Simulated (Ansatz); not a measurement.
Crystal: Te2Mo.

```
Te Mo
1.0
     6.33000    0.00000    0.00000
     0.00000    3.46900    0.00000
    -0.94679    0.00000   13.82762
Te Mo
8 4
Direct
  0.94370 0.75000 0.60450
  0.05630 0.25000 0.39550
  0.90300 0.25000 0.85140
  0.09700 0.75000 0.14860
  0.41120 0.75000 0.89550
  0.58880 0.25000 0.10450
  0.44320 0.25000 0.64840
  0.55680 0.75000 0.35160
  0.81670 0.75000 0.99260
  0.18330 0.25000 0.00740
  0.68190 0.25000 0.49340
  0.31810 0.75000 0.50660
```

| Item | Value |
| --- | --- |
| Program | Ansatz 0.2.0 |
| Task | relaxation of cell and atoms |
| Functional | RPBE |
| Potentials or basis | Ansatz PAW |
| Cutoff | 420 eV (not typed: the program's choice for these potentials) |
| k mesh | 4 × 8 × 2 |
| Occupations | fermi-dirac, width 0.05 eV |
| Spin | no spin polarisation |

At the start: volume 25.30 Å³/atom.

Q: How do energy, volume and symmetry change on relaxing?

A: It ends after 20 steps and the volume is 35.97 Å³/atom (+42.2 %); space group P2_1/m (No. 11, to 0.05 Å).

The path:
| step | energy change (eV) | largest force (eV/Å) | volume (Å³) |
| --- | --- | --- | --- |
| 1 | 0.0000 | 0.2431 | 303.64 |
| 2 | -0.1238 | 0.5580 | 347.75 |
| 3 | -0.4153 | 0.0982 | 341.59 |
| 4 | -0.5241 | 0.0940 | 352.14 |
| 5 | -0.5585 | 0.0642 | 364.96 |
| 6 | -0.5615 | 0.0221 | 363.45 |
| 7 | -0.5617 | 0.0056 | 363.11 |
| 8 | -0.6119 | 0.0058 | 363.11 |
| 9 | -0.6403 | 0.0202 | 371.30 |
| 10 | -0.6768 | 0.0171 | 386.27 |
| 11 | -0.6921 | 0.0082 | 401.95 |
| 12 | -0.6918 | 0.0238 | 406.67 |
| 13 | -0.6922 | 0.0034 | 405.72 |
| 14 | -0.7048 | 0.0033 | 405.72 |
| 15 | -0.7079 | 0.0336 | 413.19 |
| 16 | -0.7073 | 0.0725 | 429.00 |
| 17 | -0.7093 | 0.0237 | 428.66 |
| 18 | -0.7094 | 0.0008 | 430.01 |
| 19 | -0.7091 | 0.0028 | 431.62 |
| 20 | -0.7128 | 0.0026 | 431.62 |

Final structure:
```cif
data_structure
_symmetry_space_group_name_H-M 'P 1'
_symmetry_Int_Tables_number 1
_cell_length_a 6.4280
_cell_length_b 3.4990
_cell_length_c 19.1958
_cell_angle_alpha 90.000
_cell_angle_beta 91.367
_cell_angle_gamma 90.000
_cell_volume 431.62
loop_
_atom_site_label
_atom_site_type_symbol
_atom_site_fract_x
_atom_site_fract_y
_atom_site_fract_z
_atom_site_occupancy
Te1 Te 0.93526 0.75000 0.57710 1
Te2 Te 0.06474 0.25000 0.42290 1
Te3 Te 0.91295 0.25000 0.89222 1
Te4 Te 0.08705 0.75000 0.10778 1
Te5 Te 0.42428 0.75000 0.92290 1
Te6 Te 0.57572 0.25000 0.07710 1
Te7 Te 0.42831 0.25000 0.60778 1
Te8 Te 0.57169 0.75000 0.39222 1
Mo1 Mo 0.81835 0.75000 0.99517 1
Mo2 Mo 0.18165 0.25000 0.00483 1
Mo3 Mo 0.68096 0.25000 0.49516 1
Mo4 Mo 0.31904 0.75000 0.50484 1
```

Caveat: the volume moved by over 15 % at a fixed basis, so the end points are rough; the plane-wave basis is chosen anew once the cell has moved, so the energies of steps on either side of that aren't comparable; this functional lacks dispersion, which binds the layers, so the pressure and a relaxed spacing across them are unreliable, and here the layers came unbound; the volume moved by +42 % from the deposited cell, more than functionals usually miss; the PAW data sets come from PBE, with cores solved anew for the run's functional, which leaves a small shift of forces and pressure.
